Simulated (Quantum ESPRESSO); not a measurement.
# Nb (Pm-3m) in Quantum ESPRESSO: a series of runs

Runs on Nb. Level: PBEsol. Tasks: phonons.

Everything below comes from runs of Quantum ESPRESSO 7.5. Logs are shortened: lines on timing, memory, paths and dates and some standing lists are left out, and cuts for length are marked.

## Step 1: Starting point

It takes space group Pm-3m (No. 221, cubic). Conventional cell: a = 2.720 Å, b = 2.720 Å, c = 2.720 Å, α = 90.00°, β = 90.00°, γ = 90.00°. Nb (site symmetry m-3m) is surrounded by 6 Nb at 2.72 Å.

The cell was built by a generator and needn't be a form met in nature.

## Step 2: Phonons, PBEsol

pw.in

```
&CONTROL
  calculation = 'scf'
  prefix = 'pwscf'
  outdir = './tmp'
  pseudo_dir = './pseudo'
  tprnfor = .true.
  tstress = .true.
  disk_io = 'low'
/
&SYSTEM
  ibrav = 0
  nat = 1
  ntyp = 1
  ecutwfc = 82
  nbnd = 12
  occupations = 'smearing'
  smearing = 'mv'
  degauss = 0.01469973
/
&ELECTRONS
  conv_thr = 2d-10
  electron_maxstep = 120
  mixing_beta = 0.5
/
ATOMIC_SPECIES
Nb    92.9064 Nb.upf
CELL_PARAMETERS angstrom
   2.7196400000    0.0000000000    0.0000000000
   0.0000000000    2.7196400000    0.0000000000
   0.0000000000    0.0000000000    2.7196400000
ATOMIC_POSITIONS crystal
Nb     0.5000000000    0.5000000000    0.5000000000
K_POINTS automatic
8 8 8 0 0 0
```

relax.in

```
&CONTROL
  calculation = 'vc-relax'
  prefix = 'pwscf'
  outdir = './tmp'
  pseudo_dir = './pseudo'
  tprnfor = .true.
  tstress = .true.
  disk_io = 'low'
  nstep = 40
  forc_conv_thr = 0.0001
  etot_conv_thr = 1d-06
/
&SYSTEM
  ibrav = 0
  nat = 1
  ntyp = 1
  ecutwfc = 82
  nbnd = 12
  occupations = 'smearing'
  smearing = 'mv'
  degauss = 0.01469973
/
&ELECTRONS
  conv_thr = 2d-10
  electron_maxstep = 120
  mixing_beta = 0.5
/
&IONS
  ion_dynamics = 'bfgs'
/
&CELL
  cell_dynamics = 'bfgs'
  press = 0
  press_conv_thr = 0.2
/
ATOMIC_SPECIES
Nb    92.9064 Nb.upf
CELL_PARAMETERS angstrom
   2.7196400000    0.0000000000    0.0000000000
   0.0000000000    2.7196400000    0.0000000000
   0.0000000000    0.0000000000    2.7196400000
ATOMIC_POSITIONS crystal
Nb     0.5000000000    0.5000000000    0.5000000000
K_POINTS automatic
8 8 8 0 0 0
```

scf2.in

```
&CONTROL
  calculation = 'scf'
  prefix = 'pwscf'
  outdir = './tmp'
  pseudo_dir = './pseudo'
  tprnfor = .true.
  tstress = .true.
  disk_io = 'low'
/
&SYSTEM
  ibrav = 0
  nat = 1
  ntyp = 1
  ecutwfc = 82
  nbnd = 12
  occupations = 'smearing'
  smearing = 'mv'
  degauss = 0.01469973
/
&ELECTRONS
  conv_thr = 1d-13
  electron_maxstep = 120
  mixing_beta = 0.5
  startingpot = 'file'
  startingwfc = 'file'
/
ATOMIC_SPECIES
Nb    92.9064 Nb.upf
CELL_PARAMETERS angstrom
   2.6767331161    0.0000000000    0.0000000000
   0.0000000000    2.6767331161    0.0000000000
   0.0000000000    0.0000000000    2.6767331161
ATOMIC_POSITIONS crystal
Nb     0.5000000000    0.5000000000    0.5000000000
K_POINTS automatic
8 8 8 0 0 0
```

ph.in

```
phonons of Nb
&INPUTPH
  prefix = 'pwscf'
  outdir = './tmp'
  tr2_ph = 1d-18
  fildyn = 'dyn'
  niter_ph = 90
  alpha_mix(1) = 0.4
/
0.0000000000 0.5000000000 0.0000000000
```

Potentials or basis: PseudoDojo 0.4.1 SR PBEsol standard.

Run with:

```bash
> OMP_NUM_THREADS=1 pw.x -in pw.in > pw.out
> OMP_NUM_THREADS=1 pw.x -in relax.in > relax.out
> OMP_NUM_THREADS=1 pw.x -in scf2.in > scf2.out
> OMP_NUM_THREADS=1 ph.x -in ph.in > ph.out
```

pw.out:

```text
This program is part of the open-source Quantum ESPRESSO suite
     for quantum simulation of materials; please cite
         "P. Giannozzi et al., J. Phys.:Condens. Matter 21 395502 (2009);
         "P. Giannozzi et al., J. Phys.:Condens. Matter 29 465901 (2017);
         "P. Giannozzi et al., J. Chem. Phys. 152 154105 (2020);
     in publications or presentations arising from this work. More details at

     Message from routine setup:
     using ibrav=0 with symmetry is DISCOURAGED, use correct ibrav instead

     G-vector sticks info
     --------------------
     sticks:   dense  smooth     PW     G-vecs:    dense   smooth      PW
     Sum         681     681    221                13613    13613    2373

     Using Slab Decomposition

     bravais-lattice index     =            0
     lattice parameter (alat)  =       5.1394  a.u.
     unit-cell volume          =     135.7472 (a.u.)^3
     number of atoms/cell      =            1
     number of atomic types    =            1
     number of electrons       =        13.00
     number of Kohn-Sham states=           12
     kinetic-energy cutoff     =      82.0000  Ry
     charge density cutoff     =     328.0000  Ry
     scf convergence threshold =      2.0E-10
     mixing beta               =       0.5000
     number of iterations used =            8  plain     mixing
     Exchange-correlation= PBESOL
                           (   1   4  10   8   0   0   0)

     celldm(1)=   5.139375  celldm(2)=   0.000000  celldm(3)=   0.000000
     celldm(4)=   0.000000  celldm(5)=   0.000000  celldm(6)=   0.000000

     crystal axes: (cart. coord. in units of alat)
               a(1) = (   1.000000   0.000000   0.000000 )
               a(2) = (   0.000000   1.000000   0.000000 )
               a(3) = (   0.000000   0.000000   1.000000 )

     reciprocal axes: (cart. coord. in units 2 pi/alat)
               b(1) = (  1.000000  0.000000  0.000000 )
               b(2) = (  0.000000  1.000000  0.000000 )
               b(3) = (  0.000000  0.000000  1.000000 )

     PseudoPot. # 1 for Nb read from file:
     Nb.upf
     Pseudo is Norm-conserving + core correction, Zval = 13.0
     Generated using ONCVPSP code by D. R. Hamann
     Using radial grid of 1660 points,  6 beta functions with:
                l(1) =   0
                l(2) =   0
                l(3) =   1
                l(4) =   1
                l(5) =   2
                l(6) =   2

     atomic species   valence    mass     pseudopotential
     Nb               13.00    92.90640     Nb( 1.00)

     48 Sym. Ops., with inversion, found

   Cartesian axes

     site n.     atom                  positions (alat units)
         1        Nb     tau(   1) = (   0.5000000   0.5000000   0.5000000  )

     number of k points=    35  Marzari-Vanderbilt smearing, width (Ry)=  0.0147
                       cart. coord. in units 2pi/alat
        k(    1) = (   0.0000000   0.0000000   0.0000000), wk =   0.0039062
        k(    2) = (   0.0000000   0.0000000   0.1250000), wk =   0.0234375
        k(    3) = (   0.0000000   0.0000000   0.2500000), wk =   0.0234375
        k(    4) = (   0.0000000   0.0000000   0.3750000), wk =   0.0234375
        k(    5) = (   0.0000000   0.0000000  -0.5000000), wk =   0.0117188
        k(    6) = (   0.0000000   0.1250000   0.1250000), wk =   0.0468750
[... 27 lines left out ...]
        k(   34) = (   0.3750000  -0.5000000  -0.5000000), wk =   0.0234375
        k(   35) = (  -0.5000000  -0.5000000  -0.5000000), wk =   0.0039062

     Dense  grid:    13613 G-vectors     FFT dimensions: (  30,  30,  30)

     Initial potential from superposition of free atoms

     starting charge      12.9979, renormalised to      13.0000
     Starting wfcs are   10 randomized atomic wfcs +    2 random wfcs

     Self-consistent Calculation

     iteration #  1     ecut=    82.00 Ry     beta= 0.50
     Davidson diagonalization with overlap
     ethr =  1.00E-02,  avg # of iterations =  4.9

     Threshold (ethr) on eigenvalues was too large:
     Diagonalizing with lowered threshold

     Davidson diagonalization with overlap
     ethr =  5.46E-04,  avg # of iterations =  1.4

     total energy              =    -124.41994328 Ry
     estimated scf accuracy    <       0.07310815 Ry

     iteration #  2     ecut=    82.00 Ry     beta= 0.50
     Davidson diagonalization with overlap
     ethr =  5.62E-04,  avg # of iterations =  2.3

     total energy              =    -124.43162841 Ry
     estimated scf accuracy    <       0.00258282 Ry

     iteration #  3     ecut=    82.00 Ry     beta= 0.50
     Davidson diagonalization with overlap
     ethr =  1.99E-05,  avg # of iterations =  3.0

     total energy              =    -124.43169723 Ry
     estimated scf accuracy    <       0.00050490 Ry

     iteration #  4     ecut=    82.00 Ry     beta= 0.50
     Davidson diagonalization with overlap
     ethr =  3.88E-06,  avg # of iterations =  2.0

     total energy              =    -124.43170923 Ry
     estimated scf accuracy    <       0.00000223 Ry

     iteration #  5     ecut=    82.00 Ry     beta= 0.50
     Davidson diagonalization with overlap
     ethr =  1.72E-08,  avg # of iterations =  2.3

     total energy              =    -124.43171051 Ry
     estimated scf accuracy    <       0.00000015 Ry

     iteration #  6     ecut=    82.00 Ry     beta= 0.50
     Davidson diagonalization with overlap
     ethr =  1.15E-09,  avg # of iterations =  1.5

     total energy              =    -124.43171052 Ry
     estimated scf accuracy    <       0.00000001 Ry

     iteration #  7     ecut=    82.00 Ry     beta= 0.50
     Davidson diagonalization with overlap
     ethr =  8.68E-11,  avg # of iterations =  2.0

     total energy              =    -124.43171052 Ry
     estimated scf accuracy    <          2.4E-10 Ry

     iteration #  8     ecut=    82.00 Ry     beta= 0.50
     Davidson diagonalization with overlap
     ethr =  1.82E-12,  avg # of iterations =  1.9

     End of self-consistent calculation

          k = 0.0000 0.0000 0.0000 (  1743 PWs)   bands (ev):

   -38.8235 -14.1445 -14.1445 -14.1445  10.1581  12.9793  12.9793  20.8431
    20.8431  20.8431  30.3493  30.3493

          k = 0.0000 0.0000 0.1250 (  1731 PWs)   bands (ev):

   -38.7965 -14.3723 -14.1250 -14.1250  10.5847  13.0965  13.4757  20.1984
    20.1984  20.8907  28.5577  31.2367

          k = 0.0000 0.0000 0.2500 (  1707 PWs)   bands (ev):

   -38.7306 -14.8978 -14.0776 -14.0776  11.5722  13.3963  14.8148  18.9554
    18.9554  21.0077  26.0958  33.1053

          k = 0.0000 0.0000 0.3750 (  1703 PWs)   bands (ev):

   -38.6637 -15.3932 -14.0297 -14.0297  12.6577  13.7247  16.0437  17.9650
    17.9650  21.1282  25.1067  29.9247

          k = 0.0000 0.0000-0.5000 (  1686 PWs)   bands (ev):

   -38.6356 -15.5908 -14.0097 -14.0097  13.2269  13.8708  16.2860  17.6020
    17.6020  21.1792  25.4354  29.2270

          k = 0.0000 0.1250 0.1250 (  1729 PWs)   bands (ev):

   -38.7696 -14.3620 -14.3398 -14.1057  11.0075  13.4061  13.7691  19.5024
    20.1375  20.3886  29.3109  29.3819

          k = 0.0000 0.1250 0.2500 (  1720 PWs)   bands (ev):

   -38.7041 -14.8725 -14.2983 -14.0587  11.9583  13.7777  14.9625  18.3394
    19.0226  20.4332  26.7659  30.7588

          k = 0.0000 0.1250 0.3750 (  1705 PWs)   bands (ev):

   -38.6375 -15.3641 -14.2459 -14.0112  13.0044  14.1451  15.4390  18.0517
    18.3314  20.5762  25.3821  30.5371

          k = 0.0000 0.1250-0.5000 (  1700 PWs)   bands (ev):

   -38.6096 -15.5602 -14.2240 -13.9914  13.6053  14.4447  14.9384  17.6937
    18.7410  20.6382  25.3599  29.9551

          k = 0.0000 0.2500 0.2500 (  1708 PWs)   bands (ev):

   -38.6393 -14.8305 -14.7889 -14.0126  12.6701  14.2168  15.9367  17.6057
    19.0572  19.4233  27.2717  28.9038

          k = 0.0000 0.2500 0.3750 (  1695 PWs)   bands (ev):

   -38.5736 -15.2930 -14.7460 -13.9661  13.1821  14.0885  16.5111  18.2684
    18.8979  19.4590  25.6784  30.0244

          k = 0.0000 0.2500-0.5000 (  1700 PWs)   bands (ev):

   -38.5460 -15.4855 -14.7199 -13.9467  13.2725  14.0782  16.5399  17.9248
    19.5358  20.0435  25.0168  31.1145

          k = 0.0000 0.3750 0.3750 (  1702 PWs)   bands (ev):

   -38.5087 -15.2299 -15.2102 -13.9206  12.4549  14.3276  18.4419  18.5932
    18.9569  19.6260  25.0363  29.5806

          k = 0.0000 0.3750-0.5000 (  1682 PWs)   bands (ev):

   -38.4815 -15.4094 -15.1897 -13.9016  12.1087  14.5169  18.1717  18.6204
    19.4312  21.0629  24.1533  30.3549

          k = 0.0000-0.5000-0.5000 (  1692 PWs)   bands (ev):

   -38.4545 -15.3776 -15.3776 -13.8828  11.6953  14.7128  18.2792  18.2792
    21.4975  21.4975  23.0525  29.7648

          k = 0.1250 0.1250 0.1250 (  1704 PWs)   bands (ev):

   -38.7429 -14.3511 -14.3189 -14.3189  11.4311  13.8813  13.8813  19.4428
    19.6533  19.6533  29.7979  30.3173

          k = 0.1250 0.1250 0.2500 (  1717 PWs)   bands (ev):

   -38.6776 -14.8476 -14.2871 -14.2680  12.3523  14.1765  15.0802  18.2591
    18.5882  19.7761  27.5296  31.1488

          k = 0.1250 0.1250 0.3750 (  1701 PWs)   bands (ev):

   -38.6114 -15.3353 -14.2347 -14.2167  13.3793  14.5284  15.3030  17.1247
    19.2473  19.9618  25.8273  31.0972

          k = 0.1250 0.1250-0.5000 (  1712 PWs)   bands (ev):

   -38.5836 -15.5300 -14.2127 -14.1952  14.2709  14.5738  14.7086  16.6805
    20.0322  20.0972  25.4181  30.6116

          k = 0.1250 0.2500 0.2500 (  1700 PWs)   bands (ev):

   -38.6132 -14.8059 -14.7649 -14.2269  13.0082  14.6919  15.9554  17.4916
    18.6446  18.8337  28.4266  29.2226

          k = 0.1250 0.2500 0.3750 (  1695 PWs)   bands (ev):

   -38.5478 -15.2651 -14.7225 -14.1763  13.3528  14.7331  16.4656  16.8970
    18.8612  20.0335  26.4890  30.1622

          k = 0.1250 0.2500-0.5000 (  1710 PWs)   bands (ev):

   -38.5204 -15.4563 -14.6967 -14.1551  13.3673  14.8418  16.4656  16.5191
    19.0029  21.5607  25.3610  30.9246

          k = 0.1250 0.3750 0.3750 (  1700 PWs)   bands (ev):

   -38.4832 -15.2028 -15.1836 -14.1269  12.6173  15.0481  17.0643  17.0831
    19.7400  20.9213  26.0967  29.0719

          k = 0.1250 0.3750-0.5000 (  1690 PWs)   bands (ev):

   -38.4562 -15.3813 -15.1632 -14.1062  12.2821  15.2972  16.7182  17.1981
    20.3209  22.6403  24.7757  29.2206

          k = 0.1250-0.5000-0.5000 (  1688 PWs)   bands (ev):

   -38.4293 -15.3499 -15.3499 -14.0858  11.8813  15.5489  16.8616  16.8616
    23.0850  23.0997  23.0997  28.4506

          k = 0.2500 0.2500 0.2500 (  1713 PWs)   bands (ev):

   -38.5495 -14.7626 -14.7066 -14.7066  13.4012  15.8376  15.8376  17.4652
    17.4652  19.0729  29.2606  30.6786

          k = 0.2500 0.2500 0.3750 (  1701 PWs)   bands (ev):

   -38.4849 -15.1972 -14.6812 -14.6474  13.4449  15.3046  15.8796  17.0736
    18.4066  21.0353  27.6695  29.4933

          k = 0.2500 0.2500-0.5000 (  1690 PWs)   bands (ev):

   -38.4578 -15.3850 -14.6558 -14.6227  13.3753  15.0020  15.8501  17.0581
    18.6625  23.4070  25.8407  28.9657

          k = 0.2500 0.3750 0.3750 (  1711 PWs)   bands (ev):

   -38.4211 -15.1368 -15.1185 -14.6054  13.0207  14.9984  15.3558  17.6741
    20.1643  22.3143  27.2892  28.2645

          k = 0.2500 0.3750-0.5000 (  1706 PWs)   bands (ev):

   -38.3944 -15.3126 -15.0987 -14.5812  12.7359  14.8528  15.2800  17.7603
    20.9359  24.7244  25.9460  27.0062

          k = 0.2500-0.5000-0.5000 (  1692 PWs)   bands (ev):

   -38.3678 -15.2823 -15.2823 -14.5572  12.3806  14.9867  14.9867  17.8599
    23.1646  25.4404  25.4404  26.0002

          k = 0.3750 0.3750 0.3750 (  1694 PWs)   bands (ev):

   -38.3580 -15.0771 -15.0526 -15.0526  13.2850  14.1520  14.1520  20.4024
    20.4024  23.7481  25.5525  30.3180

          k = 0.3750 0.3750-0.5000 (  1706 PWs)   bands (ev):

   -38.3316 -15.2429 -15.0408 -15.0250  13.1449  13.7269  14.1302  20.4876
    21.6331  24.6564  26.7276  26.8493

          k = 0.3750-0.5000-0.5000 (  1688 PWs)   bands (ev):

   -38.3054 -15.2137 -15.2137 -15.0054  12.9793  13.7144  13.7144  21.0574
    23.2456  23.9739  27.2504  27.2504

          k =-0.5000-0.5000-0.5000 (  1736 PWs)   bands (ev):

   -38.2793 -15.1850 -15.1850 -15.1850  13.2703  13.2703  13.2703  23.1796
    23.2796  23.2796  27.9625  27.9625

     the Fermi energy is    15.8656 ev

!    total energy              =    -124.43171052 Ry
     estimated scf accuracy    <          7.1E-11 Ry
     smearing contrib. (-TS)   =      -0.00053786 Ry
     internal energy E=F+TS    =    -124.43117267 Ry

     The total energy is F=E-TS. E is the sum of the following terms:
     one-electron contribution =     -23.03330907 Ry
     hartree contribution      =      17.84880926 Ry
     xc contribution           =     -25.94674891 Ry
     ewald contribution        =     -93.29992395 Ry

     convergence has been achieved in   8 iterations

     Forces acting on atoms (cartesian axes, Ry/au):

     atom    1 type  1   force =     0.00000000    0.00000000    0.00000000

     Total force =     0.000000     Total SCF correction =     0.000000

     Computing stress (Cartesian axis) and pressure

          total   stress  (Ry/bohr**3)                   (kbar)     P=      -64.50
  -0.00043848   0.00000000   0.00000000          -64.50        0.00        0.00
   0.00000000  -0.00043848   0.00000000            0.00      -64.50        0.00
   0.00000000   0.00000000  -0.00043848            0.00        0.00      -64.50

=------------------------------------------------------------------------------=
   JOB DONE.
=------------------------------------------------------------------------------=
```

Wall time 86 s (1 thread of Intel Xeon Platinum 8559C (Emerald Rapids), shared host); peak memory 0.09 GiB.

Results:

```yaml
Free_energy: -1692.9991 eV
Relaxed_volume: 19.18 Å³/atom
Relaxed_cell: a = 2.677 Å, b = 2.677 Å, c = 2.677 Å, α = 90.00°, β = 90.00°, γ = 90.00°
Space_group_after_relaxing_to_0.05_Å: Pm-3m (No. 221)
Pressure_after_relaxing: 0.0 GPa
Band_gap_on_the_k_mesh: none (metal or under the smearing width)
Highest_phonon_frequency_at_the_q_point_run: 206 cm⁻¹
Most_unstable_mode: 132i cm⁻¹
```

The path:
```
step  energy change (eV)  largest force (eV/Å)  pressure (GPa)  volume (Å³)
   1              0.0000                0.0000           -6.45        20.12
   2             -0.0177                0.0000           -2.11        19.46
   3             -0.0196                0.0000            0.16        19.16
   4             -0.0196                0.0000            0.00        19.18
```

Final structure:
```
Nb
1.0
     2.67673    0.00000    0.00000
     0.00000    2.67673    0.00000
     0.00000    0.00000    2.67673
Nb
1
Direct
  0.50000 0.50000 0.50000
```

Levels at points of the mesh, in eV from the Fermi level:
```csv
k point,band 4,band 5,band 6,band 7,band 8,band 9,band 10,band 11
"(0.00, 0.00, 0.00)",-29.90,-5.83,-3.09,-3.09,5.26,5.26,5.26,14.89
"(0.00, 0.00, -0.50)",-29.74,-2.68,-2.14,0.48,1.78,1.78,5.63,10.14
"(0.00, -0.50, -0.50)",-29.60,-4.49,-1.19,2.51,2.51,5.92,5.92,7.63
"(-0.50, -0.50, -0.50)",-31.08,-2.82,-2.82,-2.82,7.24,7.87,7.87,12.77
```

Phonon frequencies in cm⁻¹ (negative: imaginary):
```csv
q point,frequencies
"(0.000, 0.500, 0.000)",-132 -132 206
```

Phonon modes at q = (0.000, 0.500, 0.000) in reciprocal lattice units:
```csv
mode,symmetry,cm⁻¹
1,E_g,-132
2,E_g,-132
3,A_1g,206
```

Caveat: the mesh is thin for the phonons of a metal; some modes are imaginary.

(Continued in part 2 of 4.)
